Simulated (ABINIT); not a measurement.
The system is I.

```xyz
4
Lattice="3.6350 -2.3950 0.0000 3.6350 2.3950 0.0000 0.0000 0.0000 9.7934" Properties=species:S:1:pos:R:3 pbc="T T T"
I     3.6350   -0.7152    3.7646
I     3.6350    1.6799    1.1321
I     3.6350    0.7152    6.0288
I     3.6350   -1.6799    8.6613
```

Base run:

* Program: ABINIT 10.8.3 (patched build)
* Functional: PBEsol
* Potentials or basis: PseudoDojo NC SR PBEsol v0.4.1 standard
* Cutoff: 844 eV
* k mesh: 5 × 5 × 2
* Occupations: fermi-dirac, width 0.05 eV
* Spin: no spin polarisation

Its results: band gap on the k mesh 1.26 eV, indirect (least direct gap 1.33 eV); pressure 0.1 GPa; largest force 0.820 eV/Å.

After a change of settings the same cell gave: band gap on the k mesh 1.22 eV, indirect (least direct gap 1.29 eV); pressure -1.2 GPa; largest force 0.799 eV/Å. Which change was it?
A. functional from PBEsol to LDA; potentials or basis from PseudoDojo NC SR PBEsol v0.4.1 standard to PseudoDojo NC SR LDA v0.4.1 standard; cutoff from 844 eV to 707 eV
B. cutoff from 844 eV to 952 eV
C. functional from PBEsol to PBE; potentials or basis from PseudoDojo NC SR PBEsol v0.4.1 standard to PseudoDojo NC SR PBE v0.4.1 standard; cutoff from 844 eV to 707 eV
D. functional from PBEsol to PBE; potentials or basis from PseudoDojo NC SR PBEsol v0.4.1 standard to PseudoDojo NC SR PBE v0.5 standard; cutoff from 844 eV to 952 eV

A.

Caveats: spin-orbit coupling is left out, which moves the levels of the heavy elements; an odd mesh through Γ misses points on the zone boundary, where band edges often lie.
